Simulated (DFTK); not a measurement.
Crystal: MnS.

```xyz
2
Lattice="0.0000 2.6045 2.6045 2.6045 0.0000 2.6045 2.6045 2.6045 0.0000" Properties=species:S:1:pos:R:3 pbc="T T T"
Mn    0.0000    0.0000    0.0000
S     2.6045    2.6045    2.6045
```

Base run:

* Program: DFTK 0.8.2
* Functional: r2SCAN
* Potentials or basis: SG15 1.2 (PBE)
* Cutoff: 1225 eV
* k mesh: 5 × 5 × 5
* Occupations: fermi-dirac, width 0.05 eV
* Spin: collinear spin, ferromagnetic start
* Starting moments: [4.0, 0.0] μB

Its results: band gap on the k mesh 0.43 eV, indirect (least direct gap 2.32 eV); net moment 5.00 μB per cell; site moments Mn +4.75; S +0.25 μB.

Q: The run is repeated on the same cell with these changes: functional from r2SCAN to BJ06. What comes out?

A: Band gap on the k mesh none (metal or under the smearing width); net moment 4.58 μB per cell; site moments Mn +4.36; S +0.22 μB.

Caveats: some runs use coarse meshes; a cell with one magnetic atom can't hold antiferromagnetic order, which such compounds often take; the mesh misses the band edges, which the band path finds closer together (some runs); the program leaves the constant c of mgga_x_tb09 at 1, so the potential is Becke-Johnson's (BJ06) and not Tran and Blaha's, with levels but no total energy (some runs); semilocal functionals often make such compounds metallic where correlation or magnetic order opens a gap, which also shifts bond lengths (some runs).
